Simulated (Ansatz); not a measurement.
**What internal relaxation does to the elastic constants of Al3Cu2**

Computed with DFT PBEsol, scalar-relativistic, plane waves, PAW (Ansatz). Settings: 420 eV plane-wave cutoff, Γ-centred 12×12×8 mesh, Fermi-Dirac smearing of 0.15 eV. No spin polarisation.

Relaxed structure:
```yaml
crystal:
  lattice:
    - [4.10102, 0.00000, 0.00000]
    - [-2.05051, 3.55159, 0.00000]
    - [0.00000, 0.00000, 4.98567]
  atoms:
    - { symbol: Al, position: [0.00000, 0.00000, 0.00000] }
    - { symbol: Al, position: [0.33333, 0.66667, 0.35171] }
    - { symbol: Al, position: [0.66667, 0.33333, 0.64829] }
    - { symbol: Cu, position: [0.33333, 0.66667, 0.84284] }
    - { symbol: Cu, position: [0.66667, 0.33333, 0.15716] }
```

In a metal, frequencies and elastic constants depend on the k mesh and the smearing, soft modes and shear constants most.

Clamped-ion constants (GPa, Voigt order; atoms follow the strain homogeneously):
```
211.3  70.7  50.5  20.9   0.0   0.0
 70.7 211.3  50.5 -20.9   0.0   0.0
 50.5  50.5 239.6   0.0   0.0   0.0
 20.9 -20.9   0.0  48.1   0.0   0.0
  0.0   0.0   0.0   0.0  48.1  20.9
  0.0   0.0   0.0   0.0  20.9  70.3
```

Question: What are the constants once the atoms relax in each strained cell?

Answer:
C11 = 189.4, C12 = 89.8, C13 = 53.7, C14 = 22.3, C22 = 189.4, C23 = 53.7, C24 = -22.3, C33 = 229.6, C44 = 47.0, C55 = 47.0, C56 = 22.3, C66 = 49.8 GPa; the others vanish.
The Voigt shear modulus goes from 66.0 to 56.2 GPa and the Voigt bulk modulus from 111.7 to 111.5 GPa. Relaxation subtracts ΛᵀK⁻¹Λ/V, with Λ the forces that a strain puts on the atoms and K the zone-centre force constants. At a stable cell this can only lower the diagonal constants, and it acts only for strains that share their symmetry with an optical mode; elsewhere, and where the coupling is weak, the constants hardly move.